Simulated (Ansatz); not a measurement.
Planning a run of Ansatz 0.2.0 on CdSe (Cadmoselite). The input:

```yaml
crystal:
  lattice:
    - [4.3, 0.0, 0.0]
    - [-2.15, 3.7239092363, 0.0]
    - [0.0, 0.0, 7.02]
  atoms:
    - { symbol: Cd, position: [0.3333333333, 0.6666666667, 0.0] }
    - { symbol: Cd, position: [0.6666666667, 0.3333333333, 0.5] }
    - { symbol: Se, position: [0.3333333333, 0.6666666667, 0.385] }
    - { symbol: Se, position: [0.6666666667, 0.3333333333, 0.885] }
kpoints:
  mp_grid: { grid: [6, 6, 2] }
hamiltonian:
  xc: pbe
  pseudopotentials: { kind: paw, azcp: { folder: soft_1 } }
scf:
  occupations: { method: fixed }
gw:
  n_empty_bands: 255
  ecut_chi: 100
  qp_bands: [v2, c2]
  qp_kpoints: band_edges
  screening: { model: godby_needs }
```

The database entry behind the starting cell differs from later determinations by our own check (inner coordinate of an old entry), so it need not match the best structure at ambient conditions.

```sh
ansatz run input.yaml --threads 3 --pin off --max-ram 92160MiB --backend cuda --events-out ev --progress --plain --runs-dir out --devices 1 --max-vram 13GiB
```

**Question.** Estimate wall time and host memory on 1 × NVIDIA H100 80GB HBM3 (shared by 6 runs) with 3 threads of AMD EPYC 7R13 (Zen 3), shared host.

It took 39 s; on shared hardware allow 20 s to 79 s. Peak host memory was 1.7 GiB. The sizes that set the cost: 2189 plane waves a state, 14 irreducible k points, 291 bands summed, 251 plane waves in the screening and 9 SCF cycles.

The screening grows as filled bands × empty bands × pairs of k points, times the square of the screening basis for the matrix.

[Paths, hosts, dates, memory and timing lines, banners, echoed tables and standing remarks are left out of the program output.]

[Logs are printed without paths, hosts, clocks, repeated set-up lines and the standing remarks that a program may print on its own settings, such as how far it seeks lower states.]

[Runs of the session that timed out or met a known fault of the program may be left out.]

[Cells called generated may have been cut or substituted from an entry of the Crystallography Open Database or the Materials Project.]

[Hosts, paths, dates, database ids (printed as entryN), source tags and the programs' standing remarks are cut or masked in the printed files.]
